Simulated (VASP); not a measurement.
# CoO (I4/mmm) in VASP: relaxation of cell and atoms with LDA

Aim: the relaxation of cell and atoms of CoO with LDA.

Program: VASP 6.6.1. These are calculated values, not measurements. Logs are shortened: lines on timing, memory, paths and dates and some standing lists are left out, and cuts for length are marked.

## 1. The structure

It takes space group I4/mmm (No. 139, tetragonal). Conventional cell: a = 3.016 Å, b = 3.016 Å, c = 4.214 Å, α = 90.00°, β = 90.00°, γ = 90.00°. Co (site symmetry 4/mmm) has 6 O at 2.11 to 2.13 Å as nearest neighbours. O (site symmetry 4/mmm) has 6 Co at 2.11 to 2.13 Å as nearest neighbours.

## 2. Relaxation of cell and atoms, LDA, collinear spin, ferromagnetic start

The input, INCAR:

```
  ALGO = Normal
  EDIFF = 1E-6
  EDIFFG = -0.005
  ENCUT = 600
  IBRION = 2
  ISIF = 3
  ISMEAR = -1
  ISPIN = 2
  LASPH = True
  LCHARG = False
  LMAXMIX = 4
  LORBIT = 11
  LREAL = False
  LWAVE = False
  MAGMOM = 2 0
  NELM = 150
  NSW = 60
  PREC = Accurate
  SIGMA = 0.05
```

The input, KPOINTS:

```
k-points
0
Gamma
  10 10 10
```

The input, POSCAR:

```
CoO
1.0
   -1.5080000000      1.5080000000      2.1072475377
    1.5080000000     -1.5080000000      2.1072475377
    1.5080000000      1.5080000000     -2.1072475377
Co O
1 1
Direct
    0.0000000000      0.0000000000      0.0000000000
    0.5000000000      0.5000000000      0.0000000000
```

Potentials or basis: VASP PAW LDA potentials, release 64 (Co, O).

Run with:

```
cat potpaw_LDA.64/Co/POTCAR potpaw_LDA.64/O/POTCAR > POTCAR
mpirun -np 1 vasp_std > vasp.out
```

OUTCAR:

```text
EDIFF = 1E-6
   EDIFFG = -0.005
   ENCUT = 600
   IBRION = 2
   ISIF = 3
   ISMEAR = -1
   ISPIN = 2
   LASPH = True
   LORBIT = 11
   LREAL = False
   NELM = 150
   NSW = 60
   PREC = Accurate

 ion  position               nearest neighbor table
   1  0.000  0.000  0.000-   2 2.11   2 2.11   2 2.13   2 2.13   2 2.13   2 2.13
   2  0.500  0.500  0.000-   1 2.11   1 2.11   1 2.13   1 2.13   1 2.13   1 2.13

  LATTYP: Found a body centered tetragonal cell.
 ALAT       =     3.0160000000
 C/A-ratio  =     1.3973790038

  Lattice vectors:

 A1 = (  -1.5080000000,   1.5080000000,   2.1072475377)
 A2 = (   1.5080000000,  -1.5080000000,   2.1072475377)
 A3 = (   1.5080000000,   1.5080000000,  -2.1072475377)

Analysis of symmetry for initial positions (statically):
=====================================================================
 Subroutine PRICEL returns:
 Original cell was already a primitive cell.

 Routine SETGRP: Setting up the symmetry group for a
 body centered tetragonal supercell.

 Subroutine GETGRP returns: Found 16 space group operations
 (whereof 16 operations were pure point group operations)
 out of a pool of 16 trial point group operations.

The static configuration has the point symmetry D_4h.

Analysis of symmetry for dynamics (positions and initial velocities):
=====================================================================
 Subroutine PRICEL returns:
 Original cell was already a primitive cell.

 Routine SETGRP: Setting up the symmetry group for a
 body centered tetragonal supercell.

 Subroutine GETGRP returns: Found 16 space group operations
 (whereof 16 operations were pure point group operations)
 out of a pool of 16 trial point group operations.

The dynamic configuration has the point symmetry D_4h.

Analysis of structural, dynamic, and magnetic symmetry:
=====================================================================
 Subroutine PRICEL returns:
 Original cell was already a primitive cell.

 Routine SETGRP: Setting up the symmetry group for a
 body centered tetragonal supercell.

 Subroutine GETGRP returns: Found 16 space group operations
 (whereof 16 operations were pure point group operations)
 out of a pool of 16 trial point group operations.

The overall configuration has the point symmetry D_4h.

 Subroutine INISYM returns: Found 16 space group operations
 (whereof 16 operations are pure point group operations),
 and found     1 'primitive' translations

----------------------------------------------------------------------------------------

                                     Primitive cell

  volume of cell :      19.1681

  direct lattice vectors                    reciprocal lattice vectors
    -1.508000000  1.508000000  2.107247538     0.000000000  0.331564987  0.237276348
     1.508000000 -1.508000000  2.107247538     0.331564987  0.000000000  0.237276348
     1.508000000  1.508000000 -2.107247538     0.331564987  0.331564987  0.000000000

  length of vectors
     2.998102764  2.998102764  2.998102764     0.407719764  0.407719764  0.468903701

  position of ions in fractional coordinates (direct lattice)
     0.000000000  0.000000000  0.000000000
     0.500000000  0.500000000  0.000000000

  ion indices of the primitive-cell ions
   primitive index   ion index
                 1           1
                 2           2

----------------------------------------------------------------------------------------

 KPOINTS: k-points

Automatic generation of k-mesh.
 Grid dimensions read from file:
 generate k-points for:   10   10   10

 Generating k-lattice:

  Cartesian coordinates                     Fractional coordinates (reciprocal lattice)
     0.000000000  0.033156499  0.023727635     0.100000000  0.000000000 -0.000000000
[... 42 lines left out ...]
   number of dos      NEDOS =    301   number of ions     NIONS =      2
   total plane-waves  NPLWV =  13824
   dimension x,y,z NGX =    24 NGY =   24 NGZ =   24
   dimension x,y,z NGXF=    48 NGYF=   48 NGZF=   48
   ions per type =               1   1
   NGX,Y,Z   is equivalent  to a cutoff of  13.31, 13.31, 13.31 a.u.
   NGXF,Y,Z  is equivalent  to a cutoff of  26.62, 26.62, 26.62 a.u.
 SYSTEM =  unknown system
   PREC   = accura    normal or accurate (medium, high low for compatibility)
   ISTART =      0    job   : 0-new  1-cont  2-samecut
   ICHARG =      2    charge: 1-file 2-atom 10-const
   ISPIN  =      2    spin polarized calculation?
   LNONCOLLINEAR =      F non collinear calculations
   LSORBIT =      F    spin-orbit coupling
   LASPH  =      T    aspherical Exc in radial PAW
   ENCUT  =  600.0 eV  44.10 Ry    6.64 a.u.   5.99  5.99  5.99*2*pi/ulx,y,z
   NELM   =    150;   NELMIN=  2; NELMDL= -5     # of ELM steps
   EDIFF  = 0.1E-05   stopping-criterion for ELM
   LREAL  =      F    real-space projection
   EDIFFG = -.5E-02   stopping-criterion for IOM
   NSW    =     60    number of steps for IOM
   IBRION =      2    ionic relax: 0-MD 1-quasi-New 2-CG
   NFREE  =      1    steps in history (QN), initial steepest desc. (CG)
   ISIF   =      3    stress and relaxation
   ISYM   =      2    0-nonsym 1-usesym 2-fastsym
   POTIM  = 0.5000    time-step for ionic-motion
   TEBEG  =    0.0;   TEEND  =   0.0 temperature during run
   PSTRESS=    0.0 pullay stress
   NELECT =      15.0000    total number of electrons
   NUPDOWN=      -1.0000    fix difference up-down
   EMIN   =  10.00;   EMAX   =-10.00  energy-range for DOS
   EFERMI =   0.00;   METHOD = LEGACY
   ISMEAR =    -1;   SIGMA  =   0.05  broadening in eV -4-tet -1-fermi 0-gaus
   EFERMI_NEDOS =   21; number of points for ismear=-14 and -15
   IALGO  =     38    algorithm
   IMIX   =      4    mixing-type and parameters
     AMIX     =   0.40;   BMIX     =  1.00
     AMIX_MAG =   1.60;   BMIX_MAG =  1.00
  volume/ion in A,a.u.               =       9.58        64.68
  Fermi-wavevector in a.u.,A,eV,Ry     =   1.508618  2.850874 30.965868  2.275927
  Thomas-Fermi vector in A             =   2.619048
   LORBIT       =     11    0 simple, 1 ext, 2 COOP (PROOUT), +10 PAW based schemes
   GGA     = CA    functional components
   LHFCALC =     F    Hartree Fock is set to
   AEXX    =    0.0000 exact exchange contribution
   IVDW    =     0    specifies the selected vdW correction
   LEPSILON=     F    determine dielectric tensor
   LRPA    =     F    only Hartree local field effects (RPA)
 conjugate gradient relaxation of ions
 spin polarized calculation
  energy-cutoff  :      600.00
  volume of cell :       19.17
 maximum number of plane-waves:       653
   NGX = 11   NGY = 11   NGZ = 11

--------------------------------------- Ionic step        1  -------------------------------------------

 number of electron      15.0000006 magnetization       2.7047416

 Free energy of the ion-electron system (eV)
  ---------------------------------------------------
  ext. energy  EPLUGINS =         0.00000000
  ---------------------------------------------------
  free energy    TOTEN  =       -14.68132945 eV

  energy without entropy =      -14.64455792  energy(sigma->0) =      -14.66294369

------------------------ aborting loop because EDIFF is reached ----------------------------------------

  FORCE on cell =-STRESS in cart. coord.  units (eV):
  Direction    XX          YY          ZZ          XY          YZ          ZX
  --------------------------------------------------------------------------------------
  -------------------------------------------------------------------------------------
  Total       -2.3228556     -2.3228556     -2.3767462      0.0000000     -0.0000000      0.0000000
  in kB     -194.1576728   -194.1576728   -198.6621673      0.0000000     -0.0000000      0.0000000
  external PRESSURE =    -195.6591710 kB  Pullay stress =       0.0000000 kB
[... 23 lines left out ...]
--------------------------------------- Ionic step        2  -------------------------------------------

 number of electron      14.9999996 magnetization       1.3319325

 E-fermi :  10.3543     XC(G=0): -13.9610

 val. band max:       10.3536357908   @ k =   0.4000   0.2000   0.1000
 cond. band min:      10.3549858851   @ k =  -0.2000   0.4000   0.2000
 fundamental gap:      0.0013500943
 Fermi energy:        10.3543349946

 spin component 1

 k-point     1 :       0.0000    0.0000    0.0000
  band No.  band energies     occupation
      1     -11.5613      1.00000
      2       6.1461      1.00000
      3       6.1845      1.00000
      4       6.1845      1.00000
      5       7.7405      1.00000
      6       7.7405      1.00000
      7       7.8453      1.00000
      8       7.9636      1.00000
      9       7.9666      1.00000
     10      12.6028      0.00000
     11      27.6467      0.00000
     12      30.1203      0.00000
[... 774 lines left out ...]
  FREE ENERGIE OF THE ION-ELECTRON SYSTEM (eV)
  ---------------------------------------------------
  free  energy   TOTEN  =       -14.8541532982 eV

  energy  without entropy=      -14.8217345861  energy(sigma->0) =      -14.83794394

[... ionic steps 4 to 7 ...]

--------------------------------------- Ionic step        8  -------------------------------------------

 number of electron      15.0000000 magnetization       2.0951211

------------------------ aborting loop because EDIFF is reached ----------------------------------------
[... 67 lines left out ...]
--------------------------------------- Ionic step       10  -------------------------------------------

 number of electron      15.0000000 magnetization       2.0922327

 Free energy of the ion-electron system (eV)
  ---------------------------------------------------
  ext. energy  EPLUGINS =         0.00000000
  ---------------------------------------------------
  free energy    TOTEN  =       -14.85851342 eV

  energy without entropy =      -14.82790938  energy(sigma->0) =      -14.84321140

 E-fermi :   9.6772     XC(G=0): -13.6874

 val. band max:        9.6698274267   @ k =  -0.2000   0.4000   0.2000
 cond. band min:       9.6826022476   @ k =   0.3000   0.3000   0.0000
 fundamental gap:      0.0127748209
 Fermi energy:         9.6772196702

 spin component 1

 k-point     1 :       0.0000    0.0000    0.0000
  band No.  band energies     occupation
      1     -11.7568      1.00000
      2       5.7348      1.00000
      3       5.7348      1.00000
      4       5.7370      1.00000
      5       6.7788      1.00000
      6       6.7837      1.00000
      7       6.7837      1.00000
      8       6.9240      1.00000
      9       6.9240      1.00000
     10      11.5135      0.00000
     11      26.7535      0.00000
     12      28.8700      0.00000
[... 738 lines left out ...]
  FREE ENERGIE OF THE ION-ELECTRON SYSTEM (eV)
  ---------------------------------------------------
  free  energy   TOTEN  =       -14.8585134182 eV

  energy  without entropy=      -14.8279093780  energy(sigma->0) =      -14.84321140

 reached required accuracy - stopping structural energy minimisation

 total charge

# of ion       s       p       d       tot
------------------------------------------
    1        0.336   0.454   7.344   8.133
    2        1.546   3.435   0.000   4.981
--------------------------------------------------
tot          1.881   3.889   7.344  13.114

 magnetization (x)

# of ion       s       p       d       tot
------------------------------------------
    1        0.019   0.017   1.839   1.875
    2        0.030   0.149   0.000   0.178
--------------------------------------------------
tot          0.049   0.166   1.839   2.054
```

Run time: 3.5 min. Hardware: 1 thread of AMD EPYC 9R14 (Zen 4), shared host; peak memory 0.15 GiB.

What came out:

| Item | Value |
| --- | --- |
| Free energy | -14.8585 eV |
| Relaxed volume | 8.42 Å³/atom |
| Relaxed cell | a = 2.878 Å, b = 2.878 Å, c = 2.878 Å, α = 120.02°, β = 120.02°, γ = 89.96° |
| Space group after relaxing (to 0.05 Å) | Fm-3m (No. 225) |
| Energy gained by relaxing | 88.6 meV/atom |
| Ionic steps | 10 |
| Pressure after relaxing | 0.0 GPa |
| Band gap on the k mesh | none (metal or under the smearing width) |
| Net moment | 2.09 μB per cell |
| Site moments | Co +1.88; O +0.18 μB |
| Valence electrons inside the program's atomic spheres | Co 8.13; O 4.98 |

The path:
| step | energy change (eV) | largest force (eV/Å) | pressure (GPa) | volume (Å³) |
| --- | --- | --- | --- | --- |
| 1 | 0.0000 | 0.0000 | -19.57 | 19.17 |
| 2 | -0.1630 | 0.0000 | 4.61 | 16.10 |
| 3 | -0.1728 | 0.0000 | 3.87 | 16.56 |
| 4 | -0.1760 | 0.0000 | -1.26 | 16.93 |
| 5 | -0.1763 | 0.0000 | 0.02 | 16.84 |
| 6 | -0.1763 | 0.0000 | -0.48 | 16.88 |
| 7 | -0.1768 | 0.0000 | -0.48 | 16.88 |
| 8 | -0.1772 | 0.0000 | -0.31 | 16.86 |
| 9 | -0.1771 | 0.0000 | 0.42 | 16.81 |
| 10 | -0.1772 | 0.0000 | 0.03 | 16.84 |

Final structure:
```yaml
crystal:
  lattice:
    - [-1.43831, 1.43831, 2.03536]
    - [1.43831, -1.43831, 2.03536]
    - [1.43831, 1.43831, -2.03536]
  atoms:
    - { symbol: Co, position: [0.00000, 0.00000, 0.00000] }
    - { symbol: O, position: [0.50000, 0.50000, 0.00000] }
```

Caveat: the volume moved by -12 % from the deposited cell, more than functionals usually miss; a cell with one magnetic atom can't hold antiferromagnetic order, which such compounds often take; semilocal functionals often make such compounds metallic where correlation or magnetic order opens a gap, which also shifts bond lengths. With open d or f shells a metallic result of LDA can be an artefact of self-interaction; +U or a hybrid may open a gap.
